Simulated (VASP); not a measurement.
# MgSn2N2 (P-3m1) in VASP: density of states with PBE

Aim: the density of states of MgSn2N2 with PBE.

All numbers are computed with VASP 6.6.1; they aren't measurements. Logs are shortened: lines on timing, memory, paths and dates and some standing lists are left out, and cuts for length are marked.

## 1. Starting point

It takes space group P-3m1 (No. 164, trigonal). Conventional cell: a = 3.254 Å, b = 3.254 Å, c = 9.059 Å, α = 90.00°, β = 90.00°, γ = 120.00°. Mg (site symmetry -3m) is surrounded by 6 N at 2.29 Å. Sn (site symmetry 3m) has 3 N at 2.29 Å as nearest neighbours. N (site symmetry 3m) has 3 Sn at 2.29 Å and 3 Mg at 2.29 Å as nearest neighbours.

The cell was built by a generator and needn't be a form met in nature.

## 2. Density of states, PBE

Contents of POSCAR:

```
MgSn2N2                                 
1.0
    3.2541863039      0.0000000000     -0.0000000000
   -1.6270931520      2.8182080052     -0.0000000000
    0.0000000000      0.0000000000      9.0593469916
  Mg              Sn              N             
     1     2     2
Direct
     0.0000000000000000    1.0000000000000000    0.0000000000000000
     0.6666666699999979    0.3333333300000021    0.2895031568227654
     0.3333333300000021    0.6666666699999979    0.7104968431772345
     0.6666666699999979    0.3333333300000021    0.8546016873149284
     0.3333333300000021    0.6666666699999979    0.1453983126850715
```

Contents of INCAR.step1:

```
PREC = Accurate ; ENCUT = 520
EDIFF = 1E-6 ; ISMEAR = 0
SIGMA = 0.03 ; LREAL = F
LASPH = T ; NELM = 100
ALGO = Normal ; ISIF = 2
LWAVE = F ; LCHARG = T
GGA = PE ; KPAR = 2
```

Contents of KPOINTS.step1:

```
regular mesh
0
Gamma
  8 8 4
```

Contents of INCAR.step2:

```
PREC = Accurate ; ENCUT = 520
EDIFF = 1E-6 ; ISMEAR = -5
SIGMA = 0.03 ; LREAL = F
LASPH = T ; NELM = 100
ALGO = Normal ; ISIF = 2
LWAVE = F ; LCHARG = F
GGA = PE ; LORBIT = 10
KPAR = 2 ; NEDOS = 1001
ICHARG = 11
```

Contents of KPOINTS.step2:

```
regular mesh
0
Gamma
  12 12 6
```

Potentials or basis: VASP PAW PBE potentials, release 64 (Mg, Sn_d, N).

Command:

```sh
$ cat potpaw_PBE.64/Mg/POTCAR potpaw_PBE.64/Sn_d/POTCAR potpaw_PBE.64/N/POTCAR > POTCAR
$ cp INCAR.step1 INCAR
$ cp KPOINTS.step1 KPOINTS
$ mpirun -np 2 vasp_std > vasp.out
$ cp INCAR.step2 INCAR
$ cp KPOINTS.step2 KPOINTS
$ mpirun -np 2 vasp_std > vasp.out
```

OUTCAR:

```text
PREC = Accurate
   ENCUT = 520
   EDIFF = 1E-6
   ISMEAR = -5
   LREAL = F
   LASPH = T
   NELM = 100
   ISIF = 2
   GGA = PE
   LORBIT = 10
   ICHARG = 11

 ion  position               nearest neighbor table
   1  0.000  0.000  0.000-   4 2.29   5 2.29   5 2.29   4 2.29   4 2.29   5 2.29   2 3.23   3 3.23
                             3 3.23   2 3.23   3 3.23   2 3.23
   2  0.667  0.333  0.290-   5 2.29   5 2.29   5 2.29   1 3.23   1 3.23   1 3.23
   3  0.333  0.667  0.710-   4 2.29   4 2.29   4 2.29   1 3.23   1 3.23   1 3.23
   4  0.667  0.333  0.855-   3 2.29   3 2.29   3 2.29   1 2.29   1 2.29   1 2.29
   5  0.333  0.667  0.145-   2 2.29   2 2.29   2 2.29   1 2.29   1 2.29   1 2.29

  LATTYP: Found a hexagonal cell.
 ALAT       =     3.2541863039
 C/A-ratio  =     2.7839054515

  Lattice vectors:

 A1 = (   3.2541863039,   0.0000000000,   0.0000000000)
 A2 = (  -1.6270931520,   2.8182080052,   0.0000000000)
 A3 = (   0.0000000000,   0.0000000000,   9.0593469916)

Analysis of symmetry for initial positions (statically):
=====================================================================
 Subroutine PRICEL returns:
 Original cell was already a primitive cell.

 Routine SETGRP: Setting up the symmetry group for a
 hexagonal supercell.

 Subroutine GETGRP returns: Found 12 space group operations
 (whereof 12 operations were pure point group operations)
 out of a pool of 24 trial point group operations.

The static configuration has the point symmetry D_3d.

Analysis of symmetry for dynamics (positions and initial velocities):
=====================================================================
 Subroutine PRICEL returns:
 Original cell was already a primitive cell.

 Routine SETGRP: Setting up the symmetry group for a
 hexagonal supercell.

 Subroutine GETGRP returns: Found 12 space group operations
 (whereof 12 operations were pure point group operations)
 out of a pool of 24 trial point group operations.

The dynamic configuration has the point symmetry D_3d.

 Subroutine INISYM returns: Found 12 space group operations
 (whereof 12 operations are pure point group operations),
 and found     1 'primitive' translations

----------------------------------------------------------------------------------------

                                     Primitive cell

  volume of cell :      83.0830

  direct lattice vectors                    reciprocal lattice vectors
     3.254186304  0.000000000  0.000000000     0.307296481  0.177417706  0.000000000
    -1.627093152  2.818208005  0.000000000     0.000000000  0.354835412  0.000000000
     0.000000000  0.000000000  9.059346992     0.000000000  0.000000000  0.110383232

  length of vectors
     3.254186304  3.254186302  9.059346992     0.354835412  0.354835412  0.110383232

  position of ions in fractional coordinates (direct lattice)
     0.000000000  0.000000000  0.000000000
     0.666666670  0.333333330  0.289503157
     0.333333330  0.666666670  0.710496843
     0.666666670  0.333333330  0.854601687
     0.333333330  0.666666670  0.145398313

  ion indices of the primitive-cell ions
   primitive index   ion index
                 1           1
                 2           2
                 3           3
                 4           4
                 5           5

----------------------------------------------------------------------------------------

 KPOINTS: regular mesh

Automatic generation of k-mesh.
 Grid dimensions read from file:
 generate k-points for:   12   12    6

 Generating k-lattice:

  Cartesian coordinates                     Fractional coordinates (reciprocal lattice)
     0.025608040  0.014784809  0.000000000     0.083333333  0.000000000  0.000000000
     0.000000000  0.029569618  0.000000000     0.000000000  0.083333333  0.000000000
     0.000000000  0.000000000  0.018397205     0.000000000  0.000000000  0.166666667

  Length of vectors
     0.029569618  0.029569618  0.018397205

  Shift w.r.t. Gamma in fractional coordinates (k-lattice)
     0.000000000  0.000000000  0.000000000

 TETIRR: Found   1229 inequivalent tetrahedra from     5184

 Subroutine IBZKPT returns following result:
 ===========================================

 Found    100 irreducible k-points:

 Following reciprocal coordinates:
            Coordinates               Weight
  0.000000  0.000000  0.000000      1.000000
  0.083333 -0.000000  0.000000      6.000000
  0.166667 -0.000000  0.000000      6.000000
  0.250000 -0.000000  0.000000      6.000000
  0.333333 -0.000000  0.000000      6.000000
  0.416667 -0.000000  0.000000      6.000000
[... 16 lines left out ...]
  0.166667 -0.000000  0.166667      6.000000
  0.000000  0.166667  0.166667      6.000000
 [... further k-points ...]
   k-points           NKPTS =    100   k-points in BZ     NKDIM =    100   number of bands    NBANDS=     24
   number of dos      NEDOS =   1001   number of ions     NIONS =      5
   total plane-waves  NPLWV =  40320
   dimension x,y,z NGX =    24 NGY =   24 NGZ =   70
   dimension x,y,z NGXF=    48 NGYF=   48 NGZF=  140
   ions per type =               1   2   2
   NGX,Y,Z   is equivalent  to a cutoff of  12.26, 12.26, 12.85 a.u.
   NGXF,Y,Z  is equivalent  to a cutoff of  24.52, 24.52, 25.69 a.u.
 SYSTEM =  unknown system
   PREC   = accura    normal or accurate (medium, high low for compatibility)
   ISTART =      0    job   : 0-new  1-cont  2-samecut
   ICHARG =     11    charge: 1-file 2-atom 10-const
   ISPIN  =      1    spin polarized calculation?
   LNONCOLLINEAR =      F non collinear calculations
   LSORBIT =      F    spin-orbit coupling
   LASPH  =      T    aspherical Exc in radial PAW
   ENCUT  =  520.0 eV  38.22 Ry    6.18 a.u.   6.05  6.05 16.84*2*pi/ulx,y,z
   NELM   =    100;   NELMIN=  2; NELMDL=  0     # of ELM steps
   EDIFF  = 0.1E-05   stopping-criterion for ELM
   LREAL  =      F    real-space projection
   EDIFFG = 0.1E-04   stopping-criterion for IOM
   NSW    =      0    number of steps for IOM
   IBRION =     -1    ionic relax: 0-MD 1-quasi-New 2-CG
   NFREE  =      0    steps in history (QN), initial steepest desc. (CG)
   ISIF   =      2    stress and relaxation
   ISYM   =      2    0-nonsym 1-usesym 2-fastsym
   POTIM  = 0.5000    time-step for ionic-motion
   TEBEG  =    0.0;   TEEND  =   0.0 temperature during run
   PSTRESS=    0.0 pullay stress
   NELECT =      40.0000    total number of electrons
   NUPDOWN=      -1.0000    fix difference up-down
   EMIN   =  10.00;   EMAX   =-10.00  energy-range for DOS
   EFERMI =   0.00;   METHOD = LEGACY
   ISMEAR =    -5;   SIGMA  =   0.03  broadening in eV -4-tet -1-fermi 0-gaus
   EFERMI_NEDOS =   21; number of points for ismear=-14 and -15
   IALGO  =     38    algorithm
   IMIX   =      4    mixing-type and parameters
     AMIX     =   0.40;   BMIX     =  1.00
     AMIX_MAG =   1.60;   BMIX_MAG =  1.00
  volume/ion in A,a.u.               =      16.62       112.13
  Fermi-wavevector in a.u.,A,eV,Ry     =   1.283091  2.424690 22.399569  1.646322
  Thomas-Fermi vector in A             =   2.415364
   LORBIT       =     10    0 simple, 1 ext, 2 COOP (PROOUT), +10 PAW based schemes
   GGA     = PE    functional components
   LHFCALC =     F    Hartree Fock is set to
   AEXX    =    0.0000 exact exchange contribution
   IVDW    =     0    specifies the selected vdW correction
   LEPSILON=     F    determine dielectric tensor
   LRPA    =     F    only Hartree local field effects (RPA)
 non-spin polarized calculation
 Fermi weights with tetrahedron method with Bloechl corrections
  energy-cutoff  :      520.00
  volume of cell :       83.08
 maximum number of plane-waves:      2274

 number of electron      40.0000003 magnetization

 Free energy of the ion-electron system (eV)
  ---------------------------------------------------
  ext. energy  EPLUGINS =         0.00000000
  ---------------------------------------------------
  free energy    TOTEN  =       -26.50043849 eV

  energy without entropy =      -26.50043849  energy(sigma->0) =      -26.50043849

 E-fermi :   6.3743     XC(G=0): -10.3772

 val. band max:        6.3512937544   @ k =   0.0833  -0.0000   0.0000
 cond. band min:       7.1980599046   @ k =   0.5000  -0.0000   0.1667
 fundamental gap:      0.8467661503
 Fermi energy:         6.3742857923

 k-point     1 :       0.0000    0.0000    0.0000
  band No.  band energies     occupation
      1     -14.5981      2.00000
      2     -14.5981      2.00000
      3     -14.5978      2.00000
      4     -14.5978      2.00000
      5     -14.5111      2.00000
      6     -14.5054      2.00000
[... 16 lines left out ...]
     23      14.1333      0.00000
     24      14.6133      0.00000

 k-point     2 :       0.0833   -0.0000    0.0000
  band No.  band energies     occupation
      1     -14.6034      2.00000
      2     -14.6031      2.00000
      3     -14.5845      2.00000
      4     -14.5842      2.00000
      5     -14.5018      2.00000
      6     -14.4961      2.00000
[... 16 lines left out ...]
     23      13.6438      0.00000
     24      13.7169      0.00000

 k-point     3 :       0.1667   -0.0000    0.0000
  band No.  band energies     occupation
      1     -14.6210      2.00000
      2     -14.6204      2.00000
      3     -14.5473      2.00000
      4     -14.5470      2.00000
      5     -14.4755      2.00000
      6     -14.4694      2.00000
[... 16 lines left out ...]
     23      11.9511      0.00000
     24      12.1073      0.00000

 k-point     4 :       0.2500   -0.0000    0.0000
  band No.  band energies     occupation
      1     -14.6487      2.00000
      2     -14.6476      2.00000
      3     -14.4962      2.00000
      4     -14.4959      2.00000
      5     -14.4752      2.00000
      6     -14.4718      2.00000
[... 16 lines left out ...]
     23      10.4828      0.00000
     24      11.8048      0.00000

 k-point     5 :       0.3333   -0.0000    0.0000
  band No.  band energies     occupation
      1     -14.6789      2.00000
      2     -14.6776      2.00000
      3     -14.5103      2.00000
      4     -14.5065      2.00000
      5     -14.4456      2.00000
      6     -14.4453      2.00000
[... 16 lines left out ...]
     23      10.6714      0.00000
     24      11.9090      0.00000

 k-point     6 :       0.4167   -0.0000    0.0000
  band No.  band energies     occupation
      1     -14.7023      2.00000
      2     -14.7009      2.00000
      3     -14.5350      2.00000
      4     -14.5307      2.00000
      5     -14.4234      2.00000
      6     -14.4206      2.00000
[... 16 lines left out ...]
     23      10.9208      0.00000
     24      11.6704      0.00000
[... 379 lines left out ...]
 k-point    21 :       0.0833   -0.0000    0.1667
  band No.  band energies     occupation
      1     -14.6034      2.00000
      2     -14.6031      2.00000
      3     -14.5845      2.00000
      4     -14.5842      2.00000
      5     -14.5016      2.00000
      6     -14.4963      2.00000
[... 16 lines left out ...]
     23      13.5773      0.00000
     24      13.8405      0.00000

 k-point    22 :       0.0000    0.0833    0.1667
  band No.  band energies     occupation
      1     -14.6034      2.00000
      2     -14.6031      2.00000
      3     -14.5845      2.00000
      4     -14.5842      2.00000
      5     -14.5017      2.00000
      6     -14.4963      2.00000
[... 16 lines left out ...]
     23      13.5522      0.00000
     24      13.7803      0.00000

 k-point    23 :       0.1667   -0.0000    0.1667
  band No.  band energies     occupation
      1     -14.6210      2.00000
      2     -14.6204      2.00000
      3     -14.5473      2.00000
      4     -14.5470      2.00000
      5     -14.4752      2.00000
      6     -14.4697      2.00000
[... 16 lines left out ...]
     23      11.9272      0.00000
     24      12.2197      0.00000

 k-point    24 :       0.0000    0.1667    0.1667
  band No.  band energies     occupation
      1     -14.6210      2.00000
      2     -14.6204      2.00000
      3     -14.5473      2.00000
      4     -14.5470      2.00000
      5     -14.4755      2.00000
      6     -14.4694      2.00000
[... 16 lines left out ...]
     23      11.8184      0.00000
     24      12.1958      0.00000

 [... further k-points ...]

------------------------ aborting loop because EDIFF is reached ----------------------------------------

  FORCE on cell =-STRESS in cart. coord.  units (eV):
  Direction    XX          YY          ZZ          XY          YZ          ZX
  --------------------------------------------------------------------------------------
  -------------------------------------------------------------------------------------
  Total        0.0420957      0.0420957      0.0124416     -0.0000000      0.0000000     -0.0000000
  in kB        0.8117763      0.8117763      0.2399248     -0.0000000      0.0000000     -0.0000000
  external PRESSURE =       0.6211591 kB  Pullay stress =       0.0000000 kB

 VOLUME and BASIS-vectors are now :
 -----------------------------------------------------------------------------
  energy-cutoff  :      520.00
  volume of cell :       83.08
      direct lattice vectors                 reciprocal lattice vectors
     3.254186304  0.000000000  0.000000000     0.307296481  0.177417706  0.000000000
    -1.627093152  2.818208005  0.000000000     0.000000000  0.354835412  0.000000000
     0.000000000  0.000000000  9.059346992     0.000000000  0.000000000  0.110383232

 POSITION                                       TOTAL-FORCE (eV/Angst)
 -----------------------------------------------------------------------------------
      0.00000      0.00000      0.00000        -0.000000      0.000000      0.000000
      1.62709      0.93940      2.62271         0.000000      0.000000     -0.004722
     -0.00000      1.87881      6.43664        -0.000000      0.000000      0.004722
      1.62709      0.93940      7.74213         0.000000      0.000000     -0.002509
     -0.00000      1.87881      1.31721        -0.000000     -0.000000      0.002509
 -----------------------------------------------------------------------------------
    total drift:                                0.000000      0.000000      0.000000

  FREE ENERGIE OF THE ION-ELECTRON SYSTEM (eV)
  ---------------------------------------------------
  free  energy   TOTEN  =       -26.5004384870 eV

  energy  without entropy=      -26.5004384870  energy(sigma->0) =      -26.50043849

 total charge

# of ion       s       p       d       tot
------------------------------------------
    1        0.139   0.139   0.053   0.331
    2        1.249   0.935  10.056  12.240
    3        1.249   0.935  10.056  12.240
    4        1.255   2.392   0.000   3.647
    5        1.255   2.392   0.000   3.647
--------------------------------------------------
tot          5.147   6.793  20.166  32.106
```

It took 97 s on 2 MPI ranks of Intel Xeon Platinum 8488C (Sapphire Rapids), shared host; peak memory 0.31 GiB.

What came out:

```yaml
Valence_electrons_inside_the_program's_atomic_spheres: Mg 0.33; Sn 12.24; N 3.65
```

States per cell in windows of 1 eV (zero at the valence-band top; states under -8 eV left out):
```
from (eV)  total  N4_p  N5_p  Sn2_p  Sn3_p  Sn2_s  Sn3_s
     -8.0   0.69  0.04  0.04   0.01   0.01   0.13   0.13
     -7.0   3.32  0.23  0.23   0.06   0.06   0.64   0.64
     -6.0   0.00  0.00  0.00   0.00   0.00   0.00   0.00
     -5.0   1.74  0.25  0.25   0.13   0.13   0.04   0.04
     -4.0   2.27  0.35  0.35   0.17   0.17   0.05   0.05
     -3.0   2.62  0.54  0.54   0.16   0.16   0.02   0.02
     -2.0   3.24  0.63  0.63   0.17   0.17   0.10   0.10
     -1.0   2.19  0.34  0.34   0.16   0.16   0.16   0.16
      0.0   0.04  0.00  0.00   0.00   0.00   0.00   0.00
      1.0   1.26  0.11  0.11   0.13   0.13   0.03   0.03
      2.0   1.36  0.12  0.12   0.15   0.15   0.05   0.05
      3.0   1.45  0.09  0.09   0.17   0.17   0.06   0.06
      4.0   2.19  0.13  0.13   0.26   0.26   0.09   0.09
      5.0   1.37  0.08  0.08   0.22   0.22   0.03   0.03
      6.0   0.21  0.01  0.01   0.04   0.04   0.01   0.01
      7.0   0.13  0.00  0.00   0.03   0.03   0.00   0.00
```
